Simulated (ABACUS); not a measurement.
Runs of ABACUS 3.10.1 on C. Symmetry: C2/m, No. 12, monoclinic system. Conventional cell: a = 4.255 Å, b = 2.457 Å, c = 3.765 Å, α = 90.00°, β = 111.49°, γ = 90.00°. Around C (site symmetry m) lie 3 C at 1.42 Å. This is a stacking variant of graphite.

```tsv
cell	gap on the mesh (eV)	pressure (GPa)	largest force (eV/Å)
atoms relaxed from: cell strained by +0.03 along c	(b)	1.8	0.01
atoms relaxed from: cell strained by -0.06 along c	0.37	7.8	0.01
atoms relaxed from: cell strained by -0.03 along c	(a)	5.6	-
atoms relaxed from: cell strained by +0.06 along c	0.30	0.1	0.01
atoms relaxed	0.47	3.6	0.01
```

Alike in all rows: task relaxation of the atoms; level PBE; potentials or basis PseudoDojo NC SR 0.4.1 PBE standard, plane waves; no spin polarisation; k mesh 9 × 9 × 6; cutoff (eV) 1116; smearing fermi-dirac 0.05 eV.

**Question.** Fill in the values left out.

**Answer.** (a) 0.43; (b) 0.41.

Caveats: an odd mesh through Γ misses points on the zone boundary, where band edges often lie; this functional lacks dispersion, which binds the layers, so the pressure and a relaxed spacing across them are unreliable.
